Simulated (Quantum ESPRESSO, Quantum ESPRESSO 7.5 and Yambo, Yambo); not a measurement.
# A GW chain in Yambo: GaP (F-43m)

Wanted: ground state, empty states, screening and self-energy for GaP (F-43m).

Main program and level: Quantum ESPRESSO 7.5 and Yambo 5.3.0; PBE and many-body steps on it, plane waves.

**What was measured.**

- Gap 2.25 ± 0.04 eV: optical gap from Tauc plot (fundamental, indirect); spectroscopic ellipsometry, Tauc-Lorentz fit and Tauc plot; 300 K; film (GaP layer on Si reference sample) on Si (“Assessment of GaPSb/Si tandem material association properties for photoelectrochemical cells”, 2020, arxiv:2002.02774).

Most raw output is cut from this account.

### 1. Starting point

The structure is cubic, space group F-43m (No. 216). The conventional cell has a = 5.450 Å, b = 5.450 Å, c = 5.450 Å, α = 90.00°, β = 90.00°, γ = 90.00°. Nearest to Ga lie 4 P at 2.36 Å. P has 4 Ga at 2.36 Å nearest. Farther neighbours are not listed.

The cell and positions come from the Crystallography Open Database and are kept as given unless a step says otherwise.

### 2. Ground state

This step: Quantum ESPRESSO 7.5; DFT, PBE, plane waves, norm-conserving pseudopotentials.

The ground-state density comes first.

The input, pw.in:

```
&control
  calculation = 'scf'
  prefix = 'x'
  outdir = 'o'
  pseudo_dir = 'pseudo'
/
&system
  ibrav = 0
  nat = 2
  ntyp = 2
  ecutwfc = 104.0
  nbnd = 18
  force_symmorphic = .true.
/
&electrons
  conv_thr = 1e-10
  electron_maxstep = 80
  mixing_beta = 0.5
/
ATOMIC_SPECIES
  Ga 69.723 Ga.upf
  P 30.974 P.upf
CELL_PARAMETERS angstrom
  0.0000000000 2.7252500000 2.7252500000
  2.7252500000 0.0000000000 2.7252500000
  2.7252500000 2.7252500000 0.0000000000
ATOMIC_POSITIONS crystal
  Ga 0.0000000000 0.0000000000 0.0000000000
  P 0.2500000000 0.2500000000 0.2500000000
K_POINTS automatic
  6 6 6 0 0 0
```

Launch:

```sh
$ OMP_NUM_THREADS=1 mpirun -n 4 pw.x -nk 4 -in pw.in > pw.out
```

Wall time 7.7 s (4 MPI ranks of Arm Neoverse V1, shared host); peak memory 0.29 GiB; 31 s of CPU time.

Numbers from this step:

```yaml
total_energy: -6946.6263 eV
gap: 1.653 eV
k_of_the_valence_top: 0, 0, 0
k_of_the_conduction_bottom: 0, -0.5, -0.5
least_direct_gap: 1.818 eV
```

The gap is indirect, with the least direct gap 0.16 eV higher.

### 3. Bands along the symmetry lines

The cheap functional maps the bands first; the places of the edges decide which points the dearer methods must see.

The input, pw.in:

```
&control
  calculation = 'bands'
  prefix = 'x'
  outdir = 'o'
  pseudo_dir = 'pseudo'
/
&system
  ibrav = 0
  nat = 2
  ntyp = 2
  ecutwfc = 104.0
  nbnd = 19
  force_symmorphic = .true.
/
&electrons
  conv_thr = 1e-9
  electron_maxstep = 80
  diago_full_acc = .true.
  diago_thr_init = 5e-6
/
ATOMIC_SPECIES
  Ga 69.723 Ga.upf
  P 30.974 P.upf
CELL_PARAMETERS angstrom
  0.0000000000 2.7252500000 2.7252500000
  2.7252500000 0.0000000000 2.7252500000
  2.7252500000 2.7252500000 0.0000000000
ATOMIC_POSITIONS crystal
  Ga 0.0000000000 0.0000000000 0.0000000000
  P 0.2500000000 0.2500000000 0.2500000000
K_POINTS crystal
  50
  0.00000000 0.00000000 0.00000000 1
  -0.06250000 -0.06250000 0.00000000 1
  -0.12500000 -0.12500000 0.00000000 1
  -0.18750000 -0.18750000 0.00000000 1
  -0.25000000 -0.25000000 0.00000000 1
  -0.31250000 -0.31250000 0.00000000 1
  -0.37500000 -0.37500000 0.00000000 1
  -0.43750000 -0.43750000 0.00000000 1
  -0.50000000 -0.50000000 0.00000000 1
  -0.48437500 -0.48437500 0.03125000 1
  -0.46875000 -0.46875000 0.06250000 1
  -0.45312500 -0.45312500 0.09375000 1
  -0.43750000 -0.43750000 0.12500000 1
  -0.42187500 -0.42187500 0.15625000 1
  -0.40625000 -0.40625000 0.18750000 1
  -0.39062500 -0.39062500 0.21875000 1
  -0.37500000 -0.37500000 0.25000000 1
  -0.37500000 0.00000000 0.37500000 1
  -0.32812500 0.00000000 0.32812500 1
  -0.28125000 0.00000000 0.28125000 1
  -0.23437500 0.00000000 0.23437500 1
  -0.18750000 0.00000000 0.18750000 1
  -0.14062500 0.00000000 0.14062500 1
  -0.09375000 0.00000000 0.09375000 1
  -0.04687500 0.00000000 0.04687500 1
  0.00000000 0.00000000 0.00000000 1
  0.00000000 0.00000000 0.06250000 1
  0.00000000 0.00000000 0.12500000 1
  0.00000000 0.00000000 0.18750000 1
  0.00000000 0.00000000 0.25000000 1
  0.00000000 0.00000000 0.31250000 1
  0.00000000 0.00000000 0.37500000 1
  0.00000000 0.00000000 0.43750000 1
  -0.00000000 -0.00000000 0.50000000 1
  -0.06250000 -0.03125000 0.46875000 1
  -0.12500000 -0.06250000 0.43750000 1
  -0.18750000 -0.09375000 0.40625000 1
  -0.25000000 -0.12500000 0.37500000 1
  -0.31250000 -0.15625000 0.34375000 1
  -0.37500000 -0.18750000 0.31250000 1
  -0.43750000 -0.21875000 0.28125000 1
  -0.50000000 -0.25000000 0.25000000 1
  -0.50000000 -0.28125000 0.21875000 1
  -0.50000000 -0.31250000 0.18750000 1
  -0.50000000 -0.34375000 0.15625000 1
  -0.50000000 -0.37500000 0.12500000 1
  -0.50000000 -0.40625000 0.09375000 1
  -0.50000000 -0.43750000 0.06250000 1
  -0.50000000 -0.46875000 0.03125000 1
  -0.50000000 -0.50000000 0.00000000 1
```

Run time: 6 s. Hardware: 4 MPI ranks; peak memory 0.25 GiB; 24 s of CPU time.

Numbers from this step:

* gap: 1.594 eV
* k of the valence top: 0, 0, 0
* k of the conduction bottom: -0.4375, -0.4375, 0
* least direct gap: 1.818 eV

The gap is 1.594 eV, −0.059 eV from the run before at this level.

Electronic bands along the path, in eV, zero at the top of the highest filled band:

```csv
point,band 10,band 11,band 12,band 13,band 14,band 15,band 16,band 17
Γ,-12.49,0.00,0.00,0.00,1.82,3.89,3.89,3.89
halfway,-11.46,-3.67,-1.68,-1.68,2.18,3.72,6.74,6.74
X,-9.53,-6.75,-2.68,-2.68,1.65,1.82,10.58,10.58
halfway,-9.51,-6.70,-3.24,-2.57,1.85,2.75,9.52,9.66
U,-9.56,-6.55,-3.94,-2.25,2.19,4.80,8.23,8.26
jump to K,-9.56,-6.55,-3.94,-2.25,2.19,4.80,8.23,8.26
halfway,-11.35,-4.24,-2.44,-0.66,3.29,4.99,5.00,5.87
Γ,-12.49,0.00,0.00,0.00,1.82,3.89,3.89,3.89
halfway,-11.72,-3.88,-0.66,-0.66,2.15,4.74,4.74,6.34
L,-10.43,-6.63,-1.12,-1.12,1.67,4.72,4.72,8.28
halfway,-10.02,-6.42,-3.19,-1.93,3.45,4.30,6.45,7.91
W,-9.44,-6.55,-3.57,-3.42,4.70,4.86,6.10,6.15
halfway,-9.48,-6.66,-3.16,-3.09,2.77,2.94,8.49,8.58
X,-9.53,-6.75,-2.68,-2.68,1.65,1.82,10.58,10.58
```

### 4. Empty states on the mesh, 4×4×4 mesh, 490 bands

The sums over transitions need many empty states on a uniform mesh; this step solves for them.

The input, pw.in:

```
&control
  calculation = 'nscf'
  prefix = 'x'
  outdir = 'o'
  pseudo_dir = 'pseudo'
/
&system
  ibrav = 0
  nat = 2
  ntyp = 2
  ecutwfc = 104.0
  nbnd = 490
  force_symmorphic = .true.
/
&electrons
  conv_thr = 1e-9
  electron_maxstep = 80
  diago_full_acc = .true.
  diago_thr_init = 5e-6
/
ATOMIC_SPECIES
  Ga 69.723 Ga.upf
  P 30.974 P.upf
CELL_PARAMETERS angstrom
  0.0000000000 2.7252500000 2.7252500000
  2.7252500000 0.0000000000 2.7252500000
  2.7252500000 2.7252500000 0.0000000000
ATOMIC_POSITIONS crystal
  Ga 0.0000000000 0.0000000000 0.0000000000
  P 0.2500000000 0.2500000000 0.2500000000
K_POINTS automatic
  4 4 4 0 0 0
```

Run time: 90 s. Hardware: 4 MPI ranks; peak memory 1.1 GiB; 6 min of CPU time.

Numbers from this step:

| Property | Result |
| --- | --- |
| gap | 1.653 eV |
| k of the valence top | 0, 0, 0 |
| k of the conduction bottom | 0, -0.5, -0.5 |
| least direct gap | 1.818 eV |
| k points computed | 8 |
| lowest point of the top converged band, above the valence top | 285.0765 eV |

On this mesh the gap is 1.653 eV.

### 5. Conversion and set-up

This step: Yambo 5.3.0; conversion and set-up on PBE, plane waves, norm-conserving pseudopotentials.

The states are converted to the many-body program's format and the q mesh is built.

Launch:

```sh
$ (cd o/x.save; p2y > p2y.log; mv SAVE ../..); yambo > setup.log
```

Run time: 3.4 s. Hardware: 1 MPI rank; peak memory 0.25 GiB.

### 6. Screening and self-energy, 4×4×4 mesh, 490 bands, screening to 353.7 eV

G0W0 replaces the xc potential by the self-energy, built once from these orbitals. Only a window of levels is corrected, while the sums run over the empty bands that the input names.

This step: G0W0 on PBE, plane waves, norm-conserving pseudopotentials.

The input, gw3.in:

```
HF_and_locXC
gw0
dyson
ppa
em1d
rim_cut
RandQpts= 1000000
RandGvec= 1 RL
EXXRLvcs= 104 Ry
VXCRLvcs= 416 Ry
Chimod= "HARTREE"
% BndsRnXp
 1 | 490 |
%
NGsBlkXp= 26 Ry
% LongDrXp
 1 | 1 | 1 |
%
% GbndRnge
 1 | 490 |
%
DysSolver= "n"
ExtendOut
PPAPntXp= 27.21138 eV
% QPkrange
 1 | 1 | 12 | 15 |
 7 | 7 | 12 | 15 |
%
```

Launch:

```sh
$ OMP_NUM_THREADS=1 mpirun -n 4 yambo -F gw3.in -J gw3 -C gw3 > gw3.log
```

Run time: 32 min. Hardware: 4 MPI ranks; peak memory 3 GiB.

This step gave:

- G0W0 gap on the points computed: 2.350 eV
- starting gap on the mesh: 1.653 eV
- k of the valence top: 0, 0, 0
- k of the conduction bottom: 0, -0.5, -0.5
- least direct G0W0 gap on the computed points: 2.660 eV
- Z at the valence top: 0.7841
- Z at the conduction bottom: 0.8088

The gap on the mesh goes from 1.65 eV to 2.35 eV, a correction of +0.70 eV.

Limits: finite bands, cutoff and mesh; no spin-orbit coupling; coarse k mesh. v1 is the top filled band, c1 the lowest empty one. Levels before and after the correction, in eV, zero at the valence-band top of each column:

```csv
,conduction bottom,valence top
Kohn-Sham,1.65,0.00
G0W0,2.35,0.00
```

```csv
,level,energy (eV)
Kohn-Sham,Γ v2-v1,0.000
Kohn-Sham,Γ c1,1.818
Kohn-Sham,Γ c2,3.887
Kohn-Sham,(0 -0.5 -0.5) v2-v1,-2.683
Kohn-Sham,(0 -0.5 -0.5) c1,1.653
Kohn-Sham,(0 -0.5 -0.5) c2,1.825
G0W0,Γ v2-v1,0.000
G0W0,Γ c1,2.660
G0W0,Γ c2,4.838
G0W0,(0 -0.5 -0.5) v2-v1,-2.751
G0W0,(0 -0.5 -0.5) c1,2.350
G0W0,(0 -0.5 -0.5) c2,2.618
```

### 7. Where the time went

Times are wall times on the hardware named with each run, good to a factor of about two.

```csv
step,time,share,memory (GiB)
ground state,7.7 s,0 %,0.29
bands along the symmetry lines,6 s,0 %,0.25
empty states on the mesh,90 s,4 %,1.1
conversion and set-up,3.4 s,0 %,0.25
screening and self-energy,32 min,95 %,3.0
```

### 8. What came out

```
PBE gap                              : 1.59 eV, indirect
G0W0 gap on the mesh                 : 2.35 eV
G0W0 gap over the zone (rigid shift) : 2.29 eV
GW settings                          : 4×4×4 mesh, 490 bands, screening to 353.7 eV, Godby-Needs plasmon pole
known limits                         : not at the basis limit; no spin-orbit coupling; coarse k mesh
```

In words: G0W0 moves the gap on the mesh from 1.65 eV to 2.35 eV (+0.70 eV), with Z of 0.78 and 0.81 at the edges. The mesh misses the band edges by 0.06 eV in all; a rigid shift gives 2.29 eV for the zone. Only 2 of the mesh's irreducible points were corrected, so a valley elsewhere could overtake. The dearest step here is «screening and self-energy». Against experiment, by G0W0@PBE: the gap of 2.29 eV lies +0.04 eV from the measured 2.25 ± 0.04 eV (indirect, 300 K, on Si, 2020). The calculation has static nuclei and no excitons; a measured gap holds zero-point and thermal motion, which mostly lowers it. Bands and cutoff are finite, so the gap is not at the basis limit. The miss can reach some tenths of an eV and take either sign; the mesh is an error of its own. In the G0W0 run levels were corrected at 2 k points alone, so a gap called «on the mesh» is the least over those, and an edge elsewhere would be missed. A denser mesh or path gives a starting gap of 1.59 eV: the GW mesh misses a band edge, so its gaps are not the fundamental one. The 4×4×4 mesh is coarse for this cell, which bears on the long-range parts of exchange and screening. The many-body steps are scalar-relativistic: spin-orbit coupling is not in them.

[Paths, hosts, dates, memory and timing lines, banners, echoed tables and standing remarks are left out of the program output.]

[Logs are printed without paths, hosts, clocks, repeated set-up lines and the standing remarks that a program may print on its own settings, such as how far it seeks lower states.]

[Runs of the session that timed out or met a known fault of the program may be left out.]

[Hosts, paths, dates, database ids (printed as entryN), source tags and the programs' standing remarks are cut or masked in the printed files.]
